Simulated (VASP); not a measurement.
# MgI₂: convergence, relaxation of the atoms

MgI₂, P1 (no. 1), 9 atoms in the cell. PBE, relaxation of the atoms; PAW potentials I, Mg (PBE set). VASP 6.6.1.

Wanted: energy within 1 meV/atom; two shortest distances of each atom within 0.01 Å.

POSCAR:
```
MgI2
1.0
    4.1400000000      0.0000000000      0.0000000000
   -2.0700000000      3.5853451700      0.0000000000
    0.0000000000      0.0000000000     20.6400000000
I Mg
6 3
Direct
    0.6884220000      0.3462870000      0.2504550000
    0.6616400000      0.3479060000      0.5841780000
    0.6713300000      0.3416400000      0.9172360000
    0.3465640000      0.6642930000      0.0845140000
    0.3274690000      0.6605960000      0.4143940000
    0.3517730000      0.6645120000      0.7483640000
   -0.0075360000     -0.0078920000     -0.0006270000
    0.0159250000      0.0220830000      0.3360590000
   -0.0555880000     -0.0394250000      0.6654260000
```

The series start from Force threshold EDIFFG (eV/Å): -0.02; Electronic threshold EDIFF (eV): 1e-6; Relaxation method: conjugate gradient, POTIM 0.5; Mixing and least electronic steps: default. Each series keeps the choices made before it, and each single choice may use up half of a tolerance.

## Force threshold EDIFFG (eV/Å)

| Force threshold EDIFFG (eV/Å) | Energy less reference (meV/atom) | Two shortest distances of each atom, largest deviation (Å) | Time (s) |
|---|---|---|---|
| -0.1 | 0.4 | 0.015 | 30 |
| -0.05 | 0.2 | 0.013 | 36 |
| -0.03 | 0.1 | 0.006 | 44 |
| -0.02 | 0.1 | 0.003 | 60 |
| -0.01 | 0.1 | 0.003 | 51 |
| -0.005 | 0.0 | 0.001 | 85 |
| -0.002 (reference) | 0.0 | 0.000 | 148 |

Chosen: -0.02, the loosest value from which every tighter one stays within half of the tolerance.

## Electronic threshold EDIFF (eV)

| Electronic threshold EDIFF (eV) | Energy less reference (meV/atom) | Two shortest distances of each atom, largest deviation (Å) | Time (s) |
|---|---|---|---|
| 0.001 | 0.0 | 0.003 | 23 |
| 0.0001 | 0.0 | 0.003 | 31 |
| 1e-5 | 0.0 | 0.002 | 36 |
| 1e-6 | 0.0 | 0.000 | 60 |
| 1e-7 (reference) | 0.0 | 0.000 | 61 |

Chosen: 0.001.

## Relaxation method

| Relaxation method | Energy less reference (meV/atom) | Two shortest distances of each atom, largest deviation (Å) | SCF iterations | Time (s) |
|---|---|---|---|---|
| conjugate gradient, POTIM 0.5 | 0.0 | 0.000 | 33 | 23 |
| conjugate gradient, POTIM 0.2 | 0.0 | 0.003 | 43 | 33 |
| conjugate gradient, POTIM 1.0 | 0.0 | 0.002 | 33 | 25 |
| quasi-Newton, POTIM 0.5 | 0.0 | 0.001 | 31 | 23 |
| quasi-Newton, POTIM 0.3, 10 steps kept | 0.0 | 0.002 | 38 | 30 |
| quasi-Newton, POTIM 0.5, at least 5 electronic steps | 0.0 | 0.001 | 44 | 24 |
| damped dynamics, POTIM 0.2, SMASS 0.4 | 0.0 | 0.004 | 44 | 32 |
| damped dynamics, POTIM 0.4, SMASS 0.8 | 0.0 | 0.001 | 34 | 23 |
| velocity quench, POTIM 0.1 | 0.0 | 0.001 | 27 | 18 |

Chosen: velocity quench, POTIM 0.1; it saves 4.9 s of 23, so conjugate gradient, POTIM 0.5 would do nearly as well.

## Mixing and least electronic steps

| Mixing and least electronic steps | Energy less reference (meV/atom) | Two shortest distances of each atom, largest deviation (Å) | SCF iterations | Time (s) |
|---|---|---|---|---|
| default | 0.0 | 0.000 | 27 | 18 |
| MAXMIX 40 | 0.0 | 0.001 | 31 | 19 |
| NELMIN 4 | 0.0 | 0.001 | 37 | 21 |
| NELMIN 4, MAXMIX 40 | 0.0 | 0.002 | 37 | 26 |
| ALGO Fast | 0.0 | 0.003 | 34 | 26 |

Chosen: default; no other choice that stays within half of the tolerance saves 30 % of the time.

## All choices together

| Input | Energy less reference (meV/atom) | Two shortest distances of each atom, largest deviation (Å) | Time (s) |
|---|---|---|---|
| program defaults (naive) | 0.1 | 0.004 | 27 |
| chosen settings | 0.1 | 0.006 | 18 |
| reference settings throughout | 0.0 | 0.000 | 176 |

The tolerance is met.

## The input

INCAR:
```
ALGO = Normal
EDIFF = 0.001
EDIFFG = -0.02
ENCUT = 250
IBRION = 3
ISIF = 2
ISMEAR = 0
KPAR = 4
LASPH = T
LCHARG = F
LREAL = F
LWAVE = F
NELM = 100
NSW = 150
POTIM = 0.1
PREC = Normal
SIGMA = 0.05
```

KPOINTS:
```
k-points
0
Gamma
  5 5 1
```

Commands:
```
cat potpaw_PBE.64/I/POTCAR potpaw_PBE.64/Mg/POTCAR > POTCAR
mpirun -np 4 vasp_std > vasp.out
```

The naive input happens to agree within the tolerance here, in 27 s.

Limits: the start was distorted on purpose (atoms moved at random), so the space group given is the start's and not the crystal's.

The chosen input took VASP 6.6.1 18 s on 4 cores (Intel Xeon 6975P-C (Granite Rapids)), a shared host.

## An input that fails: ionic step far too long

VASP's message: internal error in: us.F  at line: 1398 internal ERROR SETYLM_AUG: 22 -2 6 6 21 1 -3 If you are not a developer, you should not encounter this problem. Please submit a bug report.

Changes against the starting input:
```
- NELM = 100
- IBRION = 2
- NSW = 150
- POTIM = 0.5
+ NELM = 60
+ IBRION = 3
+ NSW = 30
+ POTIM = 5.0
+ SMASS = 0.4
```
